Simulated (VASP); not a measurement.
# Cs2AgBiBr6: relaxation of the atoms with LDA

The system is Cs2AgBiBr6.

```
Cs Ag Bi Br
1.0
     0.00000    5.50258    5.50258
     5.50258    0.00000    5.50258
     5.50258    5.50258    0.00000
Cs Ag Bi Br
2 1 1 6
Direct
  0.25000 0.25000 0.25000
  0.75000 0.75000 0.75000
  0.50000 0.50000 0.50000
  0.00000 0.00000 0.00000
  0.25545 0.74455 0.25545
  0.25545 0.74455 0.74455
  0.74455 0.25545 0.74455
  0.74455 0.25545 0.25545
  0.25545 0.25545 0.74455
  0.74455 0.74455 0.25545
```

```yaml
Program: VASP 6.6.1
Task: relaxation of the atoms
Functional: LDA
Potentials_or_basis: VASP PAW LDA potentials, release 64 (Cs_sv, Ag, Bi_d, Br)
Cutoff: 600 eV
k_mesh: 4 × 4 × 4
Occupations: gaussian, width 0.03 eV
Spin: no spin polarisation
Further_INCAR_settings: ALGO = Fast; EDIFF = 1e-07; IBRION = 2; EDIFFG = -0.01; NSW = 40
```

```yaml
Pressure_after_relaxing: 0.0 GPa
Largest_force_after_relaxing: 0.003 eV/Å
Band_gap_on_the_k_mesh: 0.95 eV, indirect (least direct gap 2.28 eV)
```

Forces in eV/Å, atoms in the order of the input:
```
Cs   0.000  0.000  0.000
Cs   0.000  0.000  0.000
Ag   0.000  0.000  0.000
Bi   0.000  0.000  0.000
Br   0.000  0.003  0.000
Br  -0.003  0.000  0.000
Br   0.000 -0.003  0.000
Br   0.003  0.000  0.000
Br   0.000  0.000  0.003
Br   0.000  0.000 -0.003
```

Final structure:
```xyz
10
Lattice="0.0000 5.5026 5.5026 5.5026 0.0000 5.5026 5.5026 5.5026 0.0000" Properties=species:S:1:pos:R:3 pbc="T T T"
Cs    2.7513    2.7513    2.7513
Cs    8.2539    8.2539    8.2539
Ag    5.5026    5.5026    5.5026
Bi    0.0000    0.0000    0.0000
Br    5.5026    2.8113    5.5026
Br    8.1939    5.5026    5.5026
Br    5.5026    8.1939    5.5026
Br    2.8113    5.5026    5.5026
Br    5.5026    5.5026    2.8113
Br    5.5026    5.5026    8.1939
```

Levels at points of the mesh, in eV from the valence-band top:
| k point | band 41 | band 42 | band 43 | band 44 | band 45 | band 46 |
| --- | --- | --- | --- | --- | --- | --- |
| (0.00, 0.00, 0.00) | -1.41 | -0.69 | -0.69 | 1.88 | 1.88 | 1.88 |
| (0.50, 0.00, 0.00) | -1.71 | -1.40 | -1.40 | 0.95 | 3.51 | 3.51 |
| (0.50, 0.50, 0.00) | -1.44 | -0.70 | 0.00 | 2.46 | 2.46 | 2.87 |

It took 87 s on 2 MPI ranks on Intel(R) Xeon(R) 6975P-C (Granite Rapids) (shared host), peak memory 0.53 GiB a rank.

Caveat: the relaxation stopped at its first step, so nothing moved; spin-orbit coupling is left out, which as a rule narrows the gap of such compounds by several tenths of an eV. As with any semilocal functional, this LDA gap is likely too small.
